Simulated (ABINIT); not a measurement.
BP:

```
P B
1.0
     0.00000    2.26900    2.26900
     2.26900    0.00000    2.26900
     2.26900    2.26900    0.00000
P B
1 1
Cartesian
  3.4035 3.4035 3.4035
  0.0000 0.0000 0.0000
```

| Item | Value |
| --- | --- |
| Program | ABINIT 10.8.3 (patched build) |
| Task | relaxation of cell and atoms |
| Functional | LDA |
| Potentials or basis | PseudoDojo NC SR LDA v0.4.1 standard |
| Cutoff | 925 eV |
| k mesh | 8 × 8 × 8 |
| Occupations | fermi-dirac, width 0.05 eV |
| Spin | no spin polarisation |

At the start: pressure -5.5 GPa; volume 11.68 Å³/atom.

Question: How do energy, volume and symmetry change on relaxing?

Answer: Over 4 steps the energy falls by 6.8 meV/atom and the volume is 11.29 Å³/atom (-3.3 %); space group F-43m (No. 216, to 0.05 Å).

The path:
| step | energy change (eV) | largest force (eV/Å) | pressure (GPa) | volume (Å³) |
| --- | --- | --- | --- | --- |
| 1 | 0.0000 | 0.0000 | -5.52 | 23.36 |
| 2 | -0.0103 | 0.0000 | -2.82 | 22.97 |
| 3 | -0.0137 | 0.0000 | 0.07 | 22.58 |
| 4 | -0.0137 | 0.0000 | 0.00 | 22.59 |

Final structure:
```
P B
1.0
     0.00000    2.24368    2.24368
     2.24368    0.00000    2.24368
     2.24368    2.24368    0.00000
P B
1 1
Direct
  0.75000 0.75000 0.75000
  0.00000 0.00000 0.00000
```
